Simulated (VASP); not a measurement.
# GaAs (F-43m) in VASP: further runs, part 3 of 3

VASP 6.6.1.

### Step 7. G0W0 low-scaling quasiparticle levels, PBE

File POSCAR:

```
GaAs
1.0
    0.0000000000      2.8268500000      2.8268500000
    2.8268500000      0.0000000000      2.8268500000
    2.8268500000      2.8268500000      0.0000000000
As Ga
1 1
Direct
    0.7500000000      0.7500000000      0.7500000000
    0.0000000000      0.0000000000      0.0000000000
```

File INCAR.step1:

```
PREC = Accurate
ENCUT = 500
EDIFF = 1E-8
ISMEAR = 0
SIGMA = 0.01
LREAL = False
LASPH = True
NELM = 60
ALGO = Normal
LWAVE = True
LCHARG = False
GGA = PE
```

File INCAR.step2:

```
PREC = Accurate
ENCUT = 500
EDIFF = 1E-8
ISMEAR = 0
SIGMA = 0.01
LREAL = False
LASPH = True
NELM = 1
ALGO = Exact
LWAVE = True
LCHARG = False
GGA = PE
NBANDS = 178
LOPTICS = True
ISTART = 1
```

File INCAR.step3:

```
PREC = Accurate
ENCUT = 500
EDIFF = 1E-8
ISMEAR = 0
SIGMA = 0.01
LREAL = False
LASPH = True
ALGO = EVGW0R
LWAVE = False
LCHARG = False
GGA = PE
NELMGW = 1
NBANDS = 178
ENCUTGW = 200
NOMEGA = 16
PRECFOCK = Fast
ISTART = 1
NBANDSGW = 17
```

File KPOINTS:

```
regular mesh
0
Gamma
  3 3 3
```

Potentials or basis: VASP PAW PBE potentials, release 64 (As_GW, Ga_d_GW).

On the command line:

```console
cat potpaw_PBE.64/As_GW/POTCAR potpaw_PBE.64/Ga_d_GW/POTCAR > POTCAR
cp INCAR.step1 INCAR
mpirun -np 1 vasp_std > vasp.out
cp INCAR.step2 INCAR
mpirun -np 1 vasp_std > vasp.out
cp INCAR.step3 INCAR
mpirun -np 1 vasp_std > vasp.out
```

OUTCAR:

```text
PREC = Accurate
   ENCUT = 500
   EDIFF = 1E-8
   ISMEAR = 0
   LREAL = False
   LASPH = True
   GGA = PE
   NELMGW = 1
   ENCUTGW = 200
   PRECFOCK = Fast
   ISTART = 1

 ion  position               nearest neighbor table
   1  0.750  0.750  0.750-   2 2.45   2 2.45   2 2.45   2 2.45
   2  0.000  0.000  0.000-   1 2.45   1 2.45   1 2.45   1 2.45

  LATTYP: Found a face centered cubic cell.
 ALAT       =     5.6537000000

  Lattice vectors:

 A1 = (   0.0000000000,   2.8268500000,   2.8268500000)
 A2 = (   2.8268500000,   0.0000000000,   2.8268500000)
 A3 = (   2.8268500000,   2.8268500000,   0.0000000000)

Analysis of symmetry for initial positions (statically):
=====================================================================
 Subroutine PRICEL returns:
 Original cell was already a primitive cell.

 Routine SETGRP: Setting up the symmetry group for a
 face centered cubic supercell.

 Subroutine GETGRP returns: Found 24 space group operations
 (whereof 24 operations were pure point group operations)
 out of a pool of 48 trial point group operations.

The static configuration has the point symmetry T_d .

Analysis of symmetry for dynamics (positions and initial velocities):
=====================================================================
 Subroutine PRICEL returns:
 Original cell was already a primitive cell.

 Routine SETGRP: Setting up the symmetry group for a
 face centered cubic supercell.

 Subroutine GETGRP returns: Found 24 space group operations
 (whereof 24 operations were pure point group operations)
 out of a pool of 48 trial point group operations.

The dynamic configuration has the point symmetry T_d .
[... 91 lines left out ...]
   EMIN   =  10.00;   EMAX   =-10.00  energy-range for DOS
   EFERMI =   0.00;   METHOD = LEGACY
   ISMEAR =     0;   SIGMA  =   0.01  broadening in eV -4-tet -1-fermi 0-gaus
   EFERMI_NEDOS =   21; number of points for ismear=-14 and -15
   IALGO  =     38    algorithm
   IMIX   =      4    mixing-type and parameters
     AMIX     =   0.40;   BMIX     =  1.00
     AMIX_MAG =   1.60;   BMIX_MAG =  1.00
  volume/ion in A,a.u.               =      22.59       152.44
  Fermi-wavevector in a.u.,A,eV,Ry     =   1.204628  2.276417 19.743799  1.451128
  Thomas-Fermi vector in A             =   2.340347
   LORBIT       =      0    0 simple, 1 ext, 2 COOP (PROOUT), +10 PAW based schemes
   GGA     = PE    functional components
   LHFCALC =     T    Hartree Fock is set to
   PRECFOCK=fast      Normal, Fast or Accurate (Low or Medium for compatibility)
   ENCUT4O =  -1.0   cutoff for four orbital integrals eV
   NKREDX  =     1    reduce k-point grid by
   NKREDY  =     1    reduce k-point grid by
   NKREDZ  =     1    reduce k-point grid by
   AEXX    =    1.0000 exact exchange contribution
   HFSCREEN=    0.0000 screening length (either q_TF or 0.3 A-1)
   HFSCREENC=   0.0000 screening length for correlation (either q_TF or 0.3 A-1)
   ENCUTFOCK=  -1.0 apply spherical cutoff to Coloumb kernel
   IVDW    =     0    specifies the selected vdW correction
   LEPSILON=     F    determine dielectric tensor
   LRPA    =     F    only Hartree local field effects (RPA)
   LRPAFORCE           =     F    calculate RPA forces
   ENCUTGW             = 200.0    cutoff for response function in eV
   ENCUTGWSOFT         = 160.0    soft cutoff for Coulomb kernel in GW response function in eV
   ENCUTLF             =  -1.0    cutoff for local field effects
   NELMGW              =     1    number of iterations in solving QP/BSE equation
   NELMHF              =     1    number of iterations in the inner HF iteration
   NKREDLFX            =     1    NKREDLFY  =   1   NKREDLFZ  =   1
 non-spin polarized calculation
 Gauss-broadening in eV      SIGMA  =   0.01
  energy-cutoff  :      500.00
  volume of cell :       45.18
 maximum number of plane-waves:      1150
 NGX is ok and might be reduce to    30
  NGX = 16; NGY = 16; NGZ = 16
   NGX = 15   NGY = 15   NGZ = 15
 maximum number of plane-waves:       302
 maximum number of plane-waves:     30923
 maximum number of plane-waves:      7799

      cutoff energy     smooth cutoff   RPA   correlation   Hartree contr. to MP2
---------------------------------------------------------------------------------
            200.000           160.000      -17.3160079434     -203.2436621508
            190.476           152.381      -17.2112720555     -203.0601002281
            181.406           145.125      -17.0954047282     -202.8594484629
            172.768           138.214      -16.9704556790     -202.6454515110
            164.541           131.632      -16.8370758679     -202.4198012976
            156.705           125.364      -16.6967343431     -202.1861569591
            149.243           119.394      -16.5439261982     -201.9358586241
            142.136           113.709      -16.3836504982     -201.6766769735
  linear regression
  converged value                          -18.7123344175     -205.5808399018

 QP shifts evaluated in KS or natural orbital/ Bruckner basis
 k-point   1 :       0.0000    0.0000    0.0000
 band No.  KS-energies   sigma(KS)    QP-e(linear)    Z         QP-e(zeros)     Z        occupation    Imag(E_QP)    QP_DIFF TAG

      1     -10.9656     -14.0819     -13.1913       0.7142     -13.1273       0.6722       2.0000      -0.2766       0.0000   2
      2     -10.9656     -14.0872     -13.1951       0.7142     -13.1309       0.6721       2.0000      -0.2768       0.0000   2
      3     -10.9656     -14.0897     -13.1969       0.7142     -13.1325       0.6721       2.0000      -0.2769      -0.0000   2
      4     -10.8901     -14.0360     -13.1433       0.7162     -13.0781       0.6738       2.0000      -0.2474       0.0000   2
      5     -10.8901     -14.0358     -13.1432       0.7162     -13.0779       0.6738       2.0000      -0.2472       0.0000   2
      6      -8.7614      -9.3402      -9.1593       0.6876      -9.1574       0.6810       2.0000      -0.9919       0.0000   2
[... 60 lines left out ...]
      4     -10.8979     -14.0406     -13.1492       0.7164     -13.0843       0.6741       2.0000      -0.2539       0.0000   2
      5     -10.8867     -14.0301     -13.1386       0.7164     -13.0737       0.6741       2.0000      -0.2516      -0.0000   2
      6      -6.4239      -6.9936      -6.8247       0.7035      -6.8229       0.6974       2.0000      -0.6724      -0.0000   2
[... 9 lines left out ...]
     16      18.2110      17.9913      18.0452       0.7545      18.0450       0.7572       0.0000      -0.4221      -0.0000   2
     17      18.6242      18.2620      18.3481       0.7624      18.3474       0.7664       0.0000      -0.4405       0.0000   2

  HF+RPA corr. energy TOTEN  =       -32.67015285 eV

  HF+E_corr(extrapolated)    =       -34.06647932 eV
```

OUTCAR.step1:

```text
PREC = Accurate
   ENCUT = 500
   EDIFF = 1E-8
   ISMEAR = 0
   LREAL = False
[... 264 lines left out ...]
      4.24027      4.24027      4.24027        -0.000000     -0.000000     -0.000000
      0.00000      0.00000      0.00000         0.000000      0.000000      0.000000
 -----------------------------------------------------------------------------------
    total drift:                               -0.000001     -0.000001     -0.000001

  FREE ENERGIE OF THE ION-ELECTRON SYSTEM (eV)
  ---------------------------------------------------
  free  energy   TOTEN  =        -7.6594107237 eV

  energy  without entropy=       -7.6594107237  energy(sigma->0) =       -7.65941072
```

OUTCAR.step2:

```text
PREC = Accurate
   ENCUT = 500
   EDIFF = 1E-8
   ISMEAR = 0
   LREAL = False
[... 630 lines left out ...]
     0.00000   254.02840   254.02840   254.02840     0.00000     0.00000    -0.00000
     1.78438    59.14696    59.14696    59.14696     0.00000     0.00000    -0.00000
     3.56876    24.99911    24.99911    24.99911     0.00000     0.00000    -0.00000
     5.35315     2.54150     2.54150     2.54150    -0.00000    -0.00000     0.00000
     7.13753    -9.08015    -9.08015    -9.08015    -0.00000    -0.00000     0.00000
     8.92191    -2.94211    -2.94211    -2.94211    -0.00000    -0.00000    -0.00000
[... 92 lines left out ...]
   174.86944     0.97846     0.97846     0.97846    -0.00000    -0.00000     0.00000
   176.65382     0.97896     0.97896     0.97896    -0.00000    -0.00000     0.00000
```

Wall time 13 min (1 thread of Intel Xeon 6975P-C (Granite Rapids), shared host); peak memory 5.5 GiB.

What came out:

- Band gap on the k mesh, mean-field level: 0.49 eV, direct
- Quasiparticle gap: 1.37 eV
- Least direct quasiparticle gap: 1.37 eV
- RPA correlation energy: -9.356 eV/atom
- RPA correlation energy per cell: -18.712 eV

Levels at points of the mesh, in eV from the valence-band top:
```tsv
k point	band 5	band 6	band 7	band 8	band 9	band 10	band 11	band 12	band 13
(0.00, 0.00, 0.00)	-14.86	-12.73	0.00	0.00	0.00	0.49	3.64	3.64	3.64
```

Caveat: the k mesh is coarse (spacing up to 0.64 Å⁻¹), so the values aren't converged; the cutoff is under 1.25 times the usual one of these potentials, so pressure, stress and relaxed cells hold a basis-set (Pulay) error; bands, screening cutoff and mesh are small and nothing is extrapolated, so the quasiparticle values aren't converged.

### Step 8. The reference run

An earlier run on the cell as given: functional PBEsol; potentials or basis VASP PAW PBE potentials, release 64 (As, Ga_d); cutoff 520 eV; k mesh 8 × 8 × 8; occupations fermi-dirac, width 0.05 eV; no spin polarisation.

* Pressure: 0.3 GPa
* Band gap on the k mesh: 0.46 eV, direct

### Step 9. Summary

| task | level | potentials or basis | spin | k mesh | cutoff (eV) | smearing | ladder | grid for exact exchange (PRECFOCK) | screening parameter | exchange at q = 0 | share of exact exchange | mesh quality | gap on the mesh (eV) | pressure (GPa) |
| --- | --- | --- | --- | --- | --- | --- | --- | --- | --- | --- | --- | --- | --- | --- |
| band structure | TB-mBJ | VASP PAW PBE potentials, release 64 (As, Ga_d) | SOC, no magnetisation | 6 × 6 × 6 | 520 | gaussian 0.02 eV | free | - | - | - | - | not flagged | - | - |
| band structure | HSE06 | VASP PAW PBE potentials, release 64 (As, Ga_d) | off | 6 × 6 × 6 | 520 | gaussian 0.02 eV | gaps | Fast | 0.2 1/A | - | - | not flagged | 1.43 | 1.0 |
| band structure | HSE03 | VASP PAW PBE potentials, release 64 (As, Ga_d) | off | 6 × 6 × 6 | 520 | gaussian 0.02 eV | gaps | Fast | - | - | - | not flagged | 1.26 | 1.3 |
| band structure | PBE0 | VASP PAW PBE potentials, release 64 (As, Ga_d) | off | 6 × 6 × 6 | 520 | gaussian 0.02 eV | gaps | Fast | - | truncated | - | not flagged | 2.02 | 0.8 |
| band structure | r2SCAN-EpsX | VASP PAW PBE potentials, release 64 (As, Ga_d) | off | 6 × 6 × 6 | 520 | gaussian 0.02 eV | gaps | Fast | - | truncated | 0.0346 | not flagged | 1.16 | 0.5 |
| G0W0 low-scaling quasiparticle levels | PBE | VASP PAW PBE potentials, release 64 (As_GW, Ga_d_GW) | off | 3 × 3 × 3 | 500 | gaussian 0.01 eV | - | - | - | - | - | coarse | - | - |
| single point | PBEsol | VASP PAW PBE potentials, release 64 (As, Ga_d) | off | 8 × 8 × 8 | 520 | fermi-dirac 0.05 eV | free | - | - | - | - | not flagged | 0.46 | 0.3 |

Alike in all rows: cell as given.

Caveats: some runs use coarse meshes; the PAW data sets were made with another functional, which shifts forces and pressure a little (some runs); the cutoff is under 1.25 times the usual one of these potentials, so pressure, stress and relaxed cells hold a basis-set (Pulay) error (some runs); bands, screening cutoff and mesh are small and nothing is extrapolated, so the quasiparticle values aren't converged (some runs).

Total energies depend on the potentials used, so only differences within one code and one set of settings carry meaning.

### Step 10. Against experiment

Step 3. Measured gap of GaAs: 1.418 eV (direct; 300 K; “Evidence of valence band perturbations in GaAsN/GaAs(001): A combined variable-angle spectroscopic ellipsometry and modulated photoreflectance investigation”, 2008, arxiv:0805.2212). This calculation gives 1.43 eV (+0.01 eV). 3 values of this kind are on record (1.412 to 1.51 eV); this one was drawn at random among those near their median, those with a stated uncertainty first. Spin-orbit coupling on As, Ga is left out. The value is that of HSE06, without temperature or zero-point motion.

Step 4. Measured gap of GaAs: 1.418 eV (direct; 300 K; “Evidence of valence band perturbations in GaAsN/GaAs(001): A combined variable-angle spectroscopic ellipsometry and modulated photoreflectance investigation”, 2008, arxiv:0805.2212). This calculation gives 1.26 eV (-0.16 eV). 3 values of this kind are on record (1.412 to 1.51 eV); this one was drawn at random among those near their median, those with a stated uncertainty first. Spin-orbit coupling on As, Ga is left out. The value is that of HSE03, without temperature or zero-point motion.

Step 5. Measured gap of GaAs: 1.412 eV (direct; 300 K; “Evidence of valence band perturbations in GaAsN/GaAs(001): A combined variable-angle spectroscopic ellipsometry and modulated photoreflectance investigation”, 2008, arxiv:0805.2212). This calculation gives 2.02 eV (+0.61 eV). 3 values of this kind are on record (1.412 to 1.51 eV); this one was drawn at random among those near their median, those with a stated uncertainty first. Spin-orbit coupling on As, Ga is left out. The value is that of PBE0, without temperature or zero-point motion.

Step 6. A measured gap of GaAs is 1.418 eV (direct; 300 K; “Evidence of valence band perturbations in GaAsN/GaAs(001): A combined variable-angle spectroscopic ellipsometry and modulated photoreflectance investigation”, 2008, arxiv:0805.2212); the calculated 1.16 eV misses it by -0.25 eV. 3 values of this kind are on record (1.412 to 1.51 eV); this one was drawn at random among those near their median, those with a stated uncertainty first. Spin-orbit coupling on As, Ga is left out. The value is that of r2SCAN-EpsX, without temperature or zero-point motion.
